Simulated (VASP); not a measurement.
# NbP (I4_1md) in VASP: further runs

One crystal, NbP, is run at these levels: PBE; tasks: relaxation of cell and atoms.

All numbers are computed with VASP 6.6.1; they aren't measurements. Logs are shortened: lines on timing, memory, paths and dates and some standing lists are left out, and cuts for length are marked.

## (1) The structure

Symmetry: I4_1md, No. 109, tetragonal system. The conventional cell has a = 3.350 Å, b = 3.350 Å, c = 11.480 Å, α = 90.00°, β = 90.00°, γ = 90.00°. Around Nb (site symmetry 2mm) lie 6 P at 2.55 Å. P (site symmetry 2mm) is surrounded by 6 Nb at 2.55 Å.

The cell is a database's computed one.

## (2) Relaxation of cell and atoms, PBE

File INCAR:

```
  ALGO = Normal
  EDIFF = 1E-7
  EDIFFG = -0.15
  ENCUT = 520
  GGA = PE
  IBRION = 2
  ISIF = 3
  ISMEAR = 0
  LASPH = T
  LCHARG = F
  LREAL = F
  LWAVE = F
  NELM = 80
  NSW = 80
  PREC = Accurate
  SIGMA = 0.1
```

File KPOINTS:

```
k-points
0
Gamma
  18 18 18
```

File POSCAR:

```
NbP
1.0
   -1.6749232500      1.6749232500      5.7401081800
    1.6749232500     -1.6749232500      5.7401081800
    1.6749232500      1.6749232500     -5.7401081800
Nb P
2 2
Direct
    0.7498808000      0.7498808000      0.0000000000
    0.4998808000      0.9998808000      0.5000000000
    0.3327477700      0.3327477700      0.0000000000
    0.0827477800      0.5827477800      0.5000000000
```

Potentials or basis: VASP PAW PBE potentials, release 64 (Nb_sv, P).

Run with:

```console
$ cat potpaw_PBE.64/Nb_sv/POTCAR potpaw_PBE.64/P/POTCAR > POTCAR
$ mpirun -np 1 vasp_std > vasp.out
```

OUTCAR:

```text
EDIFF = 1E-7
   EDIFFG = -0.15
   ENCUT = 520
   GGA = PE
   IBRION = 2
   ISIF = 3
   ISMEAR = 0
   LASPH = T
   LREAL = F
   NELM = 80
   NSW = 80
   PREC = Accurate

 ion  position               nearest neighbor table
   1  0.750  0.750  0.000-   4 2.55   4 2.55   3 2.55   3 2.55   3 2.55   3 2.55
   2  0.500  1.000  0.500-   3 2.55   3 2.55   4 2.55   4 2.55   4 2.55   4 2.55
   3  0.333  0.333  0.000-   2 2.55   2 2.55   1 2.55   1 2.55   1 2.55   1 2.55
   4  0.083  0.583  0.500-   1 2.55   1 2.55   2 2.55   2 2.55   2 2.55   2 2.55

  LATTYP: Found a body centered tetragonal cell.
 ALAT       =     3.3498465000
 C/A-ratio  =     3.4270872889

  Lattice vectors:

 A1 = (  -1.6749232500,   1.6749232500,   5.7401081800)
 A2 = (   1.6749232500,  -1.6749232500,   5.7401081800)
 A3 = (   1.6749232500,   1.6749232500,  -5.7401081800)

Analysis of symmetry for initial positions (statically):
=====================================================================
 Subroutine PRICEL returns:
 Original cell was already a primitive cell.

 Routine SETGRP: Setting up the symmetry group for a
 body centered tetragonal supercell.

 Subroutine GETGRP returns: Found  8 space group operations
 (whereof  4 operations were pure point group operations)
 out of a pool of 16 trial point group operations.

The static configuration has the point symmetry C_2v.
 The point group associated with its full space group is C_4v.

Analysis of symmetry for dynamics (positions and initial velocities):
=====================================================================
 Subroutine PRICEL returns:
 Original cell was already a primitive cell.

 Routine SETGRP: Setting up the symmetry group for a
 body centered tetragonal supercell.

 Subroutine GETGRP returns: Found  8 space group operations
 (whereof  4 operations were pure point group operations)
 out of a pool of 16 trial point group operations.

The dynamic configuration has the point symmetry C_2v.
 The point group associated with its full space group is C_4v.

 Subroutine INISYM returns: Found  8 space group operations
 (whereof  4 operations are pure point group operations),
 and found     1 'primitive' translations

----------------------------------------------------------------------------------------

                                     Primitive cell

  volume of cell :      64.4125

  direct lattice vectors                    reciprocal lattice vectors
    -1.674923250  1.674923250  5.740108180     0.000000000  0.298521141  0.087106372
     1.674923250 -1.674923250  5.740108180     0.298521141  0.000000000  0.087106372
     1.674923250  1.674923250 -5.740108180     0.298521141  0.298521141  0.000000000

  length of vectors
     6.209635875  6.209635875  6.209635875     0.310970082  0.310970082  0.422172647

  position of ions in fractional coordinates (direct lattice)
     0.749880800  0.749880800  0.000000000
     0.499880800  0.999880800  0.500000000
     0.332747770  0.332747770  0.000000000
     0.082747780  0.582747780  0.500000000

  ion indices of the primitive-cell ions
   primitive index   ion index
                 1           1
                 2           2
                 3           3
                 4           4

----------------------------------------------------------------------------------------

 KPOINTS: k-points

Automatic generation of k-mesh.
 Grid dimensions read from file:
 generate k-points for:   18   18   18

 Generating k-lattice:

  Cartesian coordinates                     Fractional coordinates (reciprocal lattice)
     0.000000000  0.016584508  0.004839243     0.055555556 -0.000000000  0.000000000
     0.016584508  0.000000000  0.004839243    -0.000000000  0.055555556  0.000000000
     0.016584508  0.016584508  0.000000000     0.000000000  0.000000000  0.055555556

  Length of vectors
     0.017276116  0.017276116  0.023454036

  Shift w.r.t. Gamma in fractional coordinates (k-lattice)
     0.000000000  0.000000000  0.000000000

 Subroutine IBZKPT returns following result:
 ===========================================

 Found    480 irreducible k-points:

 Following reciprocal coordinates:
            Coordinates               Weight
  0.000000  0.000000  0.000000      1.000000
  0.055556  0.000000 -0.000000      8.000000
  0.111111  0.000000 -0.000000      8.000000
  0.166667  0.000000 -0.000000      8.000000
  0.222222  0.000000 -0.000000      8.000000
  0.277778  0.000000 -0.000000      8.000000
[... 16 lines left out ...]
 -0.277778  0.055556  0.000000     16.000000
 -0.222222  0.055556  0.000000     16.000000
 [... further k-points ...]
   k-points           NKPTS =    480   k-points in BZ     NKDIM =    480   number of bands    NBANDS=     22
   number of dos      NEDOS =    301   number of ions     NIONS =      4
   total plane-waves  NPLWV = 110592
   dimension x,y,z NGX =    48 NGY =   48 NGZ =   48
   dimension x,y,z NGXF=    96 NGYF=   96 NGZF=   96
   ions per type =               2   2
   NGX,Y,Z   is equivalent  to a cutoff of  12.85, 12.85, 12.85 a.u.
   NGXF,Y,Z  is equivalent  to a cutoff of  25.70, 25.70, 25.70 a.u.
 SYSTEM =  unknown system
   PREC   = accura    normal or accurate (medium, high low for compatibility)
   ISTART =      0    job   : 0-new  1-cont  2-samecut
   ICHARG =      2    charge: 1-file 2-atom 10-const
   ISPIN  =      1    spin polarized calculation?
   LNONCOLLINEAR =      F non collinear calculations
   LSORBIT =      F    spin-orbit coupling
   LASPH  =      T    aspherical Exc in radial PAW
   ENCUT  =  520.0 eV  38.22 Ry    6.18 a.u.  11.55 11.55 11.55*2*pi/ulx,y,z
   NELM   =     80;   NELMIN=  2; NELMDL= -5     # of ELM steps
   EDIFF  = 0.1E-06   stopping-criterion for ELM
   LREAL  =      F    real-space projection
   EDIFFG = -.1E+00   stopping-criterion for IOM
   NSW    =     80    number of steps for IOM
   IBRION =      2    ionic relax: 0-MD 1-quasi-New 2-CG
   NFREE  =      1    steps in history (QN), initial steepest desc. (CG)
   ISIF   =      3    stress and relaxation
   ISYM   =      2    0-nonsym 1-usesym 2-fastsym
   POTIM  = 0.5000    time-step for ionic-motion
   TEBEG  =    0.0;   TEEND  =   0.0 temperature during run
   PSTRESS=    0.0 pullay stress
   NELECT =      36.0000    total number of electrons
   NUPDOWN=      -1.0000    fix difference up-down
   EMIN   =  10.00;   EMAX   =-10.00  energy-range for DOS
   EFERMI =   0.00;   METHOD = LEGACY
   ISMEAR =     0;   SIGMA  =   0.10  broadening in eV -4-tet -1-fermi 0-gaus
   EFERMI_NEDOS =   21; number of points for ismear=-14 and -15
   IALGO  =     38    algorithm
   IMIX   =      4    mixing-type and parameters
     AMIX     =   0.40;   BMIX     =  1.00
     AMIX_MAG =   1.60;   BMIX_MAG =  1.00
  volume/ion in A,a.u.               =      16.10       108.67
  Fermi-wavevector in a.u.,A,eV,Ry     =   1.348504  2.548304 24.741706  1.818464
  Thomas-Fermi vector in A             =   2.476168
   LORBIT       =      0    0 simple, 1 ext, 2 COOP (PROOUT), +10 PAW based schemes
   GGA     = PE    functional components
   LHFCALC =     F    Hartree Fock is set to
   AEXX    =    0.0000 exact exchange contribution
   IVDW    =     0    specifies the selected vdW correction
   LEPSILON=     F    determine dielectric tensor
   LRPA    =     F    only Hartree local field effects (RPA)
 conjugate gradient relaxation of ions
 non-spin polarized calculation
 Gauss-broadening in eV      SIGMA  =   0.10
  energy-cutoff  :      520.00
  volume of cell :       64.41
 maximum number of plane-waves:      1756
 NGX is ok and might be reduce to    48
   NGX = 23   NGY = 23   NGZ = 23

--------------------------------------- Ionic step        1  -------------------------------------------

 number of electron      35.9999999 magnetization

 Free energy of the ion-electron system (eV)
  ---------------------------------------------------
  ext. energy  EPLUGINS =         0.00000000
  ---------------------------------------------------
  free energy    TOTEN  =       -35.31909667 eV

  energy without entropy =      -35.31717320  energy(sigma->0) =      -35.31813494

------------------------ aborting loop because EDIFF is reached ----------------------------------------

  FORCE on cell =-STRESS in cart. coord.  units (eV):
  Direction    XX          YY          ZZ          XY          YZ          ZX
  --------------------------------------------------------------------------------------
  -------------------------------------------------------------------------------------
  Total       -0.5476616     -0.5476616     -0.6976046      0.0000000      0.0000000      0.0000000
  in kB      -13.6223791    -13.6223791    -17.3520195      0.0000000      0.0000000      0.0000000
  external PRESSURE =     -14.8655926 kB  Pullay stress =       0.0000000 kB
[... 61 lines left out ...]
  energy  without entropy=      -35.3127299132  energy(sigma->0) =      -35.31370807

--------------------------------------- Ionic step        3  -------------------------------------------

 number of electron      36.0000000 magnetization

 Free energy of the ion-electron system (eV)
  ---------------------------------------------------
  ext. energy  EPLUGINS =         0.00000000
  ---------------------------------------------------
  free energy    TOTEN  =       -35.32159469 eV

  energy without entropy =      -35.31966159  energy(sigma->0) =      -35.32062814

 E-fermi :  10.6714     XC(G=0): -12.0283

 val. band max:       10.6582283953   @ k =  -0.1667  -0.4444   0.1667
 cond. band min:      10.6799968928   @ k =  -0.0556  -0.4444   0.0556
 fundamental gap:      0.0217684975
 Fermi energy:        10.6713514367

 k-point     1 :       0.0000    0.0000    0.0000
  band No.  band energies     occupation
      1     -44.2589      2.00000
      2     -44.2204      2.00000
      3     -20.5297      2.00000
      4     -20.3219      2.00000
      5     -20.3219      2.00000
      6     -20.1780      2.00000
[... 574 lines left out ...]
      6     -20.2858      2.00000
[... 14 lines left out ...]
     21      12.5213      0.00000
     22      13.4442      0.00000

 [... further k-points ...]

------------------------ aborting loop because EDIFF is reached ----------------------------------------

  FORCE on cell =-STRESS in cart. coord.  units (eV):
  Direction    XX          YY          ZZ          XY          YZ          ZX
  --------------------------------------------------------------------------------------
  -------------------------------------------------------------------------------------
  Total        0.0787292      0.0787292     -0.1194967      0.0000000      0.0000000      0.0000000
  in kB        1.9743454      1.9743454     -2.9967010      0.0000000      0.0000000      0.0000000
  external PRESSURE =       0.3173300 kB  Pullay stress =       0.0000000 kB
[... 19 lines left out ...]
  FREE ENERGIE OF THE ION-ELECTRON SYSTEM (eV)
  ---------------------------------------------------
  free  energy   TOTEN  =       -35.3215946885 eV

  energy  without entropy=      -35.3196615907  energy(sigma->0) =      -35.32062814

 reached required accuracy - stopping structural energy minimisation
```

Run time: 34 min. Hardware: 1 thread of Intel Xeon 6975P-C (Granite Rapids), shared host; peak memory 0.78 GiB.

Results:

| Item | Value |
| --- | --- |
| Free energy | -35.3216 eV |
| Relaxed volume | 15.97 Å³/atom |
| Relaxed cell | a = 6.191 Å, b = 6.191 Å, c = 6.191 Å, α = 148.68°, β = 148.68°, γ = 44.88° |
| Space group after relaxing (to 0.05 Å) | I4_1md (No. 109) |
| Energy gained by relaxing | 0.6 meV/atom |
| Ionic steps | 3 |
| Pressure after relaxing | 0.0 GPa |
| Largest force after relaxing | 0.015 eV/Å |
| Band gap on the k mesh | none (metal or under the smearing width) |

Forces in eV/Å, atoms in the order of the input:
```
Nb   0.000  0.000  0.015
Nb   0.000  0.000  0.015
P    0.000  0.000 -0.015
P    0.000  0.000 -0.015
```

Step by step:
```csv
step,energy change (eV),largest force (eV/Å),pressure (GPa),volume (Å³)
1,0.0000,0.0133,-1.49,64.41
2,0.0044,0.0179,2.66,63.03
3,-0.0025,0.0148,0.03,63.89
```

Final structure:
```
Nb P
1.0
    -1.67075    1.67075    5.72189
     1.67075   -1.67075    5.72189
     1.67075    1.67075   -5.72189
Nb P
2 2
Direct
  0.74990 0.74990 0.00000
  0.49990 0.99990 0.50000
  0.33273 0.33273 0.00000
  0.08273 0.58273 0.50000
```

Caveat: the relaxation stopped at a loose force limit of 0.15 eV/Å, so its end isn't a converged minimum.

## (3) Relaxation of cell and atoms, PBE

This run uses another cell than the first one, of 15.97 Å³/atom, 0.992 times its volume.

INCAR is that of step 2.

KPOINTS is that of step 2.

File POSCAR:

```
NbP                                     
1.0
   -1.6707507750      1.6707507750      5.7218937338
    1.6707507750     -1.6707507750      5.7218937338
    1.6707507750      1.6707507750     -5.7218937338
  Nb              P             
     2     2
Direct
     0.7499015958748897    0.7499015958748897    0.0000000000000000
     0.4999015958748897    0.9999015958748897    0.5000000000000000
     0.3327269741251074    0.3327269741251074    0.0000000000000000
     0.0827269841251082    0.5827269841251083    0.5000000000000000
```

Potentials or basis: VASP PAW PBE potentials, release 64 (Nb_sv, P).

Run with:

```console
$ cat potpaw_PBE.64/Nb_sv/POTCAR potpaw_PBE.64/P/POTCAR > POTCAR
$ mpirun -np 1 vasp_std > vasp.out
```

It took 14 min on 1 thread of Intel Xeon 6975P-C (Granite Rapids), shared host; peak memory 0.76 GiB.

Results (log left out):

- Free energy: -35.3213 eV
- Pressure after relaxing: 0.0 GPa
- Largest force after relaxing: 0.015 eV/Å
- Band gap on the k mesh: none (metal or under the smearing width)

Forces in eV/Å, atoms in the order of the input:
```
Nb   0.000  0.000  0.015
Nb   0.000  0.000  0.015
P    0.000  0.000 -0.015
P    0.000  0.000 -0.015
```

Stress tensor (GPa, compression positive):
```
 0.19  0.00  0.00
 0.00  0.19  0.00
 0.00  0.00 -0.31
```

Final structure:
```cif
data_structure
_symmetry_space_group_name_H-M 'P 1'
_symmetry_Int_Tables_number 1
_cell_length_a 6.1905
_cell_length_b 6.1905
_cell_length_c 6.1905
_cell_angle_alpha 148.685
_cell_angle_beta 148.685
_cell_angle_gamma 44.875
_cell_volume 63.89
loop_
_atom_site_label
_atom_site_type_symbol
_atom_site_fract_x
_atom_site_fract_y
_atom_site_fract_z
_atom_site_occupancy
Nb1 Nb 0.74990 0.74990 0.00000 1
Nb2 Nb 0.49990 0.99990 0.50000 1
P1 P 0.33273 0.33273 0.00000 1
P2 P 0.08273 0.58273 0.50000 1
```

Levels at points of the mesh, in eV from the Fermi level:
| k point | band 14 | band 15 | band 16 | band 17 | band 18 | band 19 | band 20 | band 21 | band 22 |
| --- | --- | --- | --- | --- | --- | --- | --- | --- | --- |
| (0.00, 0.00, 0.00) | -2.24 | -2.15 | -1.72 | -1.36 | -1.36 | 0.83 | 1.61 | 2.67 | 3.18 |
| (0.50, 0.00, 0.00) | -3.23 | -2.32 | -1.88 | -1.52 | -0.12 | 0.07 | 1.31 | 2.46 | 2.66 |
| (0.50, 0.50, 0.00) | -4.65 | -2.86 | -2.86 | -0.43 | -0.43 | 2.99 | 2.99 | 3.09 | 3.09 |
| (0.50, 0.50, 0.50) | -2.72 | -2.69 | -2.69 | -0.52 | -0.52 | 1.20 | 1.20 | 2.32 | 2.32 |

Caveat: the relaxation stopped at its first step, so nothing moved; the relaxation stopped at a loose force limit of 0.15 eV/Å, so its end isn't a converged minimum.
